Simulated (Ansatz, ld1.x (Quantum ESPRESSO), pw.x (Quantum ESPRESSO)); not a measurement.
**Equation-of-state test of one TM potential (Pt (Z = 78))**

platinum, norm-conserving Troullier–Martins (Kleinman–Bylander form), made with ld1.x (Quantum ESPRESSO) 7.5 (PBE, scalar-relativistic). Core [Xe] 4f14, reference 5d9 6s0.5 6p0.5. Waves: 6p (bound): rc 2.66 bohr; 5d (bound): rc 2.15 bohr; 6s (bound): rc 1.95 bohr. Local part: the s channel. Core correction: none.

Crystal test: sc Pt in pw.x 7.5, no spin, 12³ k-points, Fermi–Dirac smearing 0.01 Ry, cutoffs 70/280 Ry. The reference is all-electron LAPW (Ansatz 0.2.0) with the same functional, mesh and smearing; V0 and B0 come from Birch–Murnaghan fits to the pressures at five volumes. Errors are pseudo minus all-electron; Δ is the rms difference of the E(V) curves that follow from these fits, minima aligned, over ±6 % about the mean V0. Mesh and smearing are coarse, so the numbers serve the comparison and aren't converged zero-temperature values; the lattice is a test structure that the element need not adopt.

```csv
V (Å³/atom),P all-electron (GPa),P pseudo (GPa)
17.283,9.80,16.67
17.738,4.08,10.20
18.193,-0.80,4.66
18.648,-4.96,-0.07
19.103,-8.49,-4.10
```

All-electron: a0 = 2.626 Å (V0 = 18.11 Å³/atom), B0 = 184.3 GPa.

Pseudopotential: mean pressure error (GPa): +5.55; a0 (Å): 2.651; a0 error (%): +0.96; B0 error (%): -2.7; Δ (meV/atom): 21.2. The largest radius (2.66 bohr) exceeds half the bond length (2.49 bohr), so the spheres overlap, which is one possible source of error among others. This is a poor potential for the solid.

Q: At the middle volume, how do free energy and pressure move when the wave cutoff is lowered (ecutrho kept at four times it)?

A:

```
cutoff (Ry)  shift of F (meV/atom)  shift of P (GPa)
         32                 +744.6            -42.80
         42                  +26.0             -1.67
         56                  +10.3             -0.11
```

The run at the middle volume (84 k-points, 7 iterations) took about 8.4 s on one core of a shared host (Intel(R) Xeon(R) Platinum 8488C, 192 threads, 744 GiB, load 55).
